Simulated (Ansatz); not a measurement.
Property card for V

Theory: DFT PBE, scalar-relativistic, plane waves, PAW (Ansatz 0.2.0).

Settings: cutoff 420 eV, Γ-centred mesh 18×18×18 on the computed 1-atom cell, Gaussian smearing of 0.10 eV; no spin polarisation.

The structure is relaxed at this level of theory with its symmetry kept. This fcc form isn't the element's structure at ambient conditions.

```cif
data_structure
_symmetry_space_group_name_H-M 'Fm-3m'
_symmetry_Int_Tables_number 225
_cell_length_a 3.8166
_cell_length_b 3.8166
_cell_length_c 3.8166
_cell_angle_alpha 90.000
_cell_angle_beta 90.000
_cell_angle_gamma 90.000
_cell_volume 55.59
loop_
_atom_site_label
_atom_site_type_symbol
_atom_site_symmetry_multiplicity
_atom_site_Wyckoff_symbol
_atom_site_fract_x
_atom_site_fract_y
_atom_site_fract_z
_atom_site_occupancy
V1 V 4 a 0.00000 0.00000 0.00000 1
```

(1) Formation energy from the elements' standard states (uncorrected)?

(2) Density of states at the Fermi level?

(3) Löwdin character within 0.5 eV of the Fermi level?

(4) Bulk modulus?

(5) Its pressure derivative?

(6) Bader charges (e)?

A ferromagnetic start lost its moments in a first run, so spin was left out; other magnetic orders weren't tried.

Answers

(1) +0.244 eV/atom.

(2) 1.66 states/eV per cell.

(3) V 3d 90 %, unprojected 5 %.

(4) 176 GPa.

(5) 3.9.

(6) V (1 in the cell) 0.00.